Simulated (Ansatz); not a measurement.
A plane-wave DFT run in Ansatz 0.2.0 (scalar-relativistic PAW potentials unless the input names others): input and command.

```yaml
crystal:
  lattice:
    - [-2.7165850002, 2.7165850002, 3.8784857841]
    - [2.7165850002, -2.7165850002, 3.8784857841]
    - [2.7165850002, 2.7165850002, -3.8784857841]
  atoms:
    - { symbol: Sr, position: [0.75, 0.25, 0.5] }
    - { symbol: Sr, position: [0.25, 0.75, 0.5] }
    - { symbol: Ti, position: [0.0, 0.0, 0.0] }
    - { symbol: Ti, position: [0.5, 0.5, 0.0] }
    - { symbol: O, position: [0.25, 0.25, 0.0] }
    - { symbol: O, position: [0.75, 0.75, 0.0] }
    - { symbol: O, position: [0.7207675309, 0.2207675309, 0.9415350617] }
    - { symbol: O, position: [0.2207675309, 0.2792324691, 0.5] }
    - { symbol: O, position: [0.2792324691, 0.7792324691, 0.0584649383] }
    - { symbol: O, position: [0.7792324691, 0.7207675309, 0.5] }
basis:
  ecutwfc: 420
kpoints:
  mp_grid: { grid: [8, 8, 8] }
hamiltonian:
  xc: pbe
scf:
  occupations: { method: gaussian, width: 0.02 }
  eigensolver: { kind: davidson }
output:
  forces: true
  eigenvalues: true
  stress: true
```

```bash
ansatz run input.yaml --threads 2 --pin off --max-ram 5120MiB --backend cpu --events-out ev --progress --plain --runs-dir out
```

Abridged log:
```
Pseudopotentials: kind: paw
Pseudopotential: Sr, paw, valence charge 10, recommended cutoff 420 eV (normal)
Pseudopotential: Ti, paw, valence charge 12, recommended cutoff 420 eV (normal)
Pseudopotential: O, paw, valence charge 6, recommended cutoff 420 eV (normal)
Functional definition: PBE
Crystal: 10 atoms, lattice volume = 114.490 Å³
Basis set: ecut = 420 eV, 2229 PW (Γ), exchange–correlation on 80×80×80 points (8 copies of the dense FFT grid, shifted against one another)
Bands: 50, of which v1, the nominal top of the filled ones, is band 40 counted from 1 (39 counted from 0)
Symmetry: 16 space group operations
Space group: I4/mcm (ITA 140), of the structure as read, at distance tolerance 4.9e-5 Å
k-points: 59 of 512
Initial density: superposition of atomic densities (neutral atoms: chi_scale 0, normalization atom), corrected by the library's trained network
Initial wavefunctions: pseudopotential atomic-orbital guess
Functional: x = pbe(κ = 0.804, μ = 0.21951497), c = pbe(β = 0.06672455)
SCF iter   1: F=—  HF=-15508.725980 eV  |F-HF|=—  |Δ(HF+E_count)|=         —  Δρ=1.80e-3  dr2=1.38e-3  ethr=1.77e-3  ⟨swp⟩=11.6  Hψ=13296  notcnv=3
SCF iter   2: F=—  HF=-15508.728915 eV  |F-HF|=—  |Δ(HF+E_count)|=   2.93e-3  Δρ=9.02e-4  dr2=3.86e-4  ethr=1.72e-6  ⟨swp⟩=6.4  Hψ=11373  notcnv=0  defer=59
SCF iter   3: F=—  HF=-15508.729195 eV  |F-HF|=—  |Δ(HF+E_count)|=   2.80e-4  Δρ=2.09e-4  dr2=3.21e-5  ethr=4.03e-8  ⟨swp⟩=2.9  Hψ=10769  notcnv=0
automatic band count: iteration 3 solves 48 bands in place of 50: the levels show a gap, and the empty bands left out lie too high to hold charge; the band table lists the bands solved (type scf.n_extra_bands for more)
SCF iter   4: F=—  HF=-15508.729164 eV  |F-HF|=—  |Δ(HF+E_count)|=   3.07e-5  Δρ=6.07e-5  dr2=4.29e-6  ethr=4.01e-8  ⟨swp⟩=3.0  Hψ=5839  notcnv=0
SCF iter   5: F=—  HF=-15508.729164 eV  |F-HF|=—  |Δ(HF+E_count)|=   4.95e-7  Δρ=1.68e-5  dr2=1.90e-7  ethr=5.36e-9  ⟨swp⟩=4.0  Hψ=7149  notcnv=0
SCF iter   6: F=-15508.729164 eV  HF=-15508.729164 eV  |F-HF|=6.39e-9  |Δ(HF+E_count)|=   1.31e-8  Δρ=2.98e-6  dr2=1.14e-8  ethr=2.37e-10  ⟨swp⟩=3.9  Hψ=6476  notcnv=0
SCF 1 converged in 6 iterations: F = -15508.729164 eV  dr2 = 1.14e-8
  Residual-converged pass: ⟨swp⟩=3.8  Hψ=7582  notcnv=0  max |occ|·‖R‖ = 6.6e-6 eV (tolerance 6.7e-6 eV) dr2=1.18e-8  dr2_onsite=4.56e-10  max |Δocc| = 0.0e0
SCF converged after 6 iterations
Free energy (F): -15508.729164 eV
Harris-Foulkes:  -15508.729164 eV  (|F-HF|=6.39e-9)
Internal energy: -15508.729164 eV  (E = F + TS)
E sigma→0 (E₀):  -15508.729164 eV
Fermi energy:    11.448447 eV
--- Forces (eV/Å), atoms counted from 1 ---
  atom   1  Sr     0.00000000     0.00000000     0.00000000
  atom   2  Sr     0.00000000     0.00000000     0.00000000
  atom   3  Ti     0.00000000     0.00000000     0.00000000
  atom   4  Ti     0.00000000     0.00000000     0.00000000
  atom   5  O      0.00000000     0.00000000     0.00000000
  atom   6  O      0.00000000     0.00000000     0.00000000
  atom   7  O      0.00033180     0.00033180     0.00000000
  atom   8  O     -0.00033180     0.00033180     0.00000000
  atom   9  O     -0.00033180    -0.00033180     0.00000000
  atom  10  O      0.00033180    -0.00033180     0.00000000
--- Stress (GPa, compression-positive) ---
       11.781066       0.000000       0.000000
        0.000000      11.781066       0.000000
        0.000000       0.000000      11.811156
  P = ⅓ Tr σ = 11.7911 GPa (117.911 kbar)
```

Apart from outputs, empty bands and the relaxation, which only the reference makes, the input differs from a reference run on usual settings in scf.eigensolver.kind: not typed → "davidson". The reference, at the same geometry, ended its own course with pressure 11.79 GPa, largest force 0.000 eV/Å, gap on the mesh 2.11 eV. This run converged in 6 SCF iterations with an energy at zero smearing within 0.01 meV/atom of the reference's, pressure 11.79 GPa, largest force 0.000 eV/Å, gap on the mesh 2.11 eV.

It took 13 s on 2 threads of Arm Neoverse V2 (shared host), peak memory 0.53 GiB.